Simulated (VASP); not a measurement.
Wanted: the native input for a VASP 6.6.1 run.

- Task: relaxation of the atoms
- Functional: r2SCAN
- Potentials or basis: VASP PAW PBE potentials, release 64 (Si)
- Cutoff: 600 eV
- k mesh: 16 × 16 × 16
- Occupations: methfessel-paxton, width 0.1 eV
- Spin: no spin polarisation
- Further INCAR settings: ALGO = Normal; EDIFF = 1e-07; IBRION = 2; EDIFFG = -0.01; NSW = 40

The structure of Si lies in POSCAR:

```
Si                                      
1.0
    0.0000000000      1.8797859515      1.8797859515
    1.8797859515      0.0000000000      1.8797859515
    1.8797859515      1.8797859515      0.0000000000
  Si            
     1
Direct
     0.0000000000000000    0.0000000000000000    0.0000000000000000
```

This isn't the form of Si at room conditions, which is diamond.

The cell isn't the ideal one: a relaxed cell with its volume scaled by 0.96.

One way to write it, as run:

INCAR

```
PREC = Accurate ; ENCUT = 600
EDIFF = 1E-7 ; ISMEAR = 1
SIGMA = 0.1 ; LREAL = F
LASPH = T ; NELM = 80
ALGO = Normal ; ISIF = 2
LWAVE = F ; LCHARG = F
METAGGA = R2SCAN ; LMIXTAU = T
IBRION = 2 ; NSW = 40
EDIFFG = -0.01
```

KPOINTS

```
Automatic mesh
0
Gamma
  16 16 16
```

Potentials or basis: VASP PAW PBE potentials, release 64 (Si).

Command:

```sh
$ cat potpaw_PBE.64/Si/POTCAR > POTCAR
$ mpirun -np 1 vasp_std > vasp.out
```

It gave:

```yaml
Pressure_after_relaxing: 3.8 GPa
Band_gap_on_the_k_mesh: none (metal or under the smearing width)
```

Caveat: the relaxation stopped at its first step, so nothing moved; the PAW data sets were made with another functional, which shifts forces and pressure a little.

Wall time 55 s on 1 thread of Intel(R) Xeon(R) Platinum 8488C (Sapphire Rapids), with other jobs on the host, peak memory 0.14 GiB.
